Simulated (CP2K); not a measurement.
TiO2:

```xyz
12
Lattice="5.5185 0.0000 0.0000 -1.6018 5.2809 0.0000 -1.6019 -2.9048 4.4102" Properties=species:S:1:pos:R:3 pbc="T T T"
Ti   -0.8009    2.6404    0.0000
Ti   -0.8009   -1.4524    2.2051
Ti    1.9397    0.5689    1.1025
Ti    0.3751    1.8072    3.3076
O     1.9210    2.2186    2.2057
O     1.9219   -1.8750    4.4095
O     3.1510    3.7992    0.2421
O    -0.8392    2.6657    1.9630
O     3.1540   -0.2896    2.4472
O     0.3929    4.2510    0.0007
O    -0.8362   -1.4231    4.1680
O     0.3938    0.1575    2.2044
```

The cell is a database's computed one.

Base run:

```yaml
Program: CP2K 2026.2
Functional: LDA
Potentials_or_basis: POTENTIAL_UZH Ti GTH-PBE-q12, O GTH-PBE-q6; DZVP-MOLOPT-PBE-GTH basis
Density_cutoff: 11565 eV
k_mesh: 5 × 5 × 5
Occupations: fermi-dirac, width 0.05 eV
Spin: no spin polarisation
```

Its results: band gap on the k mesh 1.72 eV; pressure -10.7 GPa; largest force 0.147 eV/Å.

**Question.** The run is repeated on the same cell with these changes: functional from LDA to BEEF-vdW. What comes out?

**Answer.** Band gap on the k mesh 1.77 eV; pressure 1.0 GPa; largest force 0.039 eV/Å.

Caveats: the potentials were made for another functional, which shifts forces and pressure; the basis of atomic orbitals isn't converged, which shifts pressures, moduli and gaps.

Not every run made on this cell is shown here.
